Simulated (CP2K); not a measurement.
Nb:

```xyz
1
Lattice="2.7068 0.0000 0.0000 -0.7360 3.2753 0.0000 -0.8296 -1.9725 1.9962" Properties=species:S:1:pos:R:3 pbc="T T T"
Nb    0.0000    0.0000    0.0000
```

This isn't the form of Nb at room conditions, which is bcc.

Base run:

| Quantity | Value |
| --- | --- |
| Program | CP2K 2026.2 |
| Functional | PBE |
| Potentials or basis | POTENTIAL_UZH Nb GTH-PBE-q13; TZVP-MOLOPT-PBE-GTH basis |
| Density cutoff | 9184 eV |
| k mesh | 12 × 11 × 13 |
| Occupations | fermi-dirac, width 0.05 eV |
| Spin | no spin polarisation |

Its results: band gap on the k mesh none (metal or under the smearing width); pressure 12.8 GPa.

Question: After a change of settings the same cell gave: band gap on the k mesh none (metal or under the smearing width); pressure 3.9 GPa. Which change was it?
A. functional from PBE to optB88-vdW
B. functional from PBE to HLE17
C. functional from PBE to AM05
D. functional from PBE to LDA

Answer: D.

LDA binds more tightly than PBE, so the same cell stands under less pressure.

Caveats: the basis of atomic orbitals isn't converged, which shifts pressures, moduli and gaps; the potentials were made for another functional, which shifts forces and pressure (some runs).
